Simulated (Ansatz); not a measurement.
# Na16S7O: the cost of one run

Computed with Ansatz 0.2.0 (DFT, PBE, plane-wave PAW, default files, scalar-relativistic, as far as a step names no other, unless a step's input says otherwise).

**1. The starting structure**

It takes space group Fm-3m (No. 225, cubic). Conventional cell: a = 13.094 Å, b = 13.094 Å, c = 13.094 Å, α = 90.00°, β = 90.00°, γ = 90.00°. Na (site symmetry 3m) has 1 O at 2.83 Å and 3 S at 2.83 Å as nearest neighbours. Na (site symmetry 3m) has 4 S at 2.83 Å as nearest neighbours. Around O (site symmetry m-3m) lie 8 Na at 2.83 Å. S (site symmetry mmm) is surrounded by 8 Na at 2.83 Å. S (site symmetry m-3m) has 8 Na at 2.83 Å as nearest neighbours.

Coordinates:

```cif
data_structure
_symmetry_space_group_name_H-M 'Fm-3m'
_symmetry_Int_Tables_number 225
_cell_length_a 13.0940
_cell_length_b 13.0940
_cell_length_c 13.0940
_cell_angle_alpha 90.000
_cell_angle_beta 90.000
_cell_angle_gamma 90.000
_cell_volume 2245.00
loop_
_atom_site_label
_atom_site_type_symbol
_atom_site_symmetry_multiplicity
_atom_site_Wyckoff_symbol
_atom_site_fract_x
_atom_site_fract_y
_atom_site_fract_z
_atom_site_occupancy
Na1 Na 32 f 0.12500 0.62500 0.62500 1
Na2 Na 32 f 0.62500 0.87500 0.87500 1
O1 O 4 a 0.00000 0.00000 0.00000 1
S1 S 24 d 0.25000 0.25000 0.00000 1
S2 S 4 b 0.50000 0.00000 0.00000 1
```

Atom 17 of the input is the impurity.

**2. First run, atoms as given**

Contents of input.yaml:

```yaml
crystal:
  lattice:
    - [0.0, 6.547, 6.547]
    - [6.547, 0.0, 6.547]
    - [6.547, 6.547, 0.0]
  atoms:
    - { symbol: Na, position: [0.125, 0.125, 0.125] }
    - { symbol: Na, position: [0.125, 0.125, 0.625] }
    - { symbol: Na, position: [0.125, 0.625, 0.125] }
    - { symbol: Na, position: [0.125, 0.625, 0.625] }
    - { symbol: Na, position: [0.625, 0.125, 0.125] }
    - { symbol: Na, position: [0.625, 0.125, 0.625] }
    - { symbol: Na, position: [0.625, 0.625, 0.125] }
    - { symbol: Na, position: [0.625, 0.625, 0.625] }
    - { symbol: Na, position: [0.375, 0.375, 0.375] }
    - { symbol: Na, position: [0.375, 0.375, 0.875] }
    - { symbol: Na, position: [0.375, 0.875, 0.375] }
    - { symbol: Na, position: [0.375, 0.875, 0.875] }
    - { symbol: Na, position: [0.875, 0.375, 0.375] }
    - { symbol: Na, position: [0.875, 0.375, 0.875] }
    - { symbol: Na, position: [0.875, 0.875, 0.375] }
    - { symbol: Na, position: [0.875, 0.875, 0.875] }
    - { symbol: O, position: [0.0, 0.0, 0.0] }
    - { symbol: S, position: [0.0, 0.0, 0.5] }
    - { symbol: S, position: [0.0, 0.5, 0.0] }
    - { symbol: S, position: [0.0, 0.5, 0.5] }
    - { symbol: S, position: [0.5, 0.0, 0.0] }
    - { symbol: S, position: [0.5, 0.0, 0.5] }
    - { symbol: S, position: [0.5, 0.5, 0.0] }
    - { symbol: S, position: [0.5, 0.5, 0.5] }
kpoints:
  mp_grid: { grid: [3, 3, 3] }
scf:
  occupations: { method: fermi_dirac, width: 0.01 }
hamiltonian:
  xc: pbe
  pseudopotentials: { kind: paw }
output:
  forces: true
  stress: true
  populations: true
  efg:
    quadrupole_moments_barn: { Na: 0.104, O: -0.02558, S: -0.0694 }
    contact_densities: true
```

On the command line:

```sh
> ansatz run input.yaml --threads 1 --pin off --max-ram 3072MiB --backend cpu --events-out ev --progress --plain --runs-dir out
```

**Question.** How long does this run take on 1 thread of Arm Neoverse V2, shared host, and how much memory does it need?

About 25 s, with a peak of 0.86 GiB.
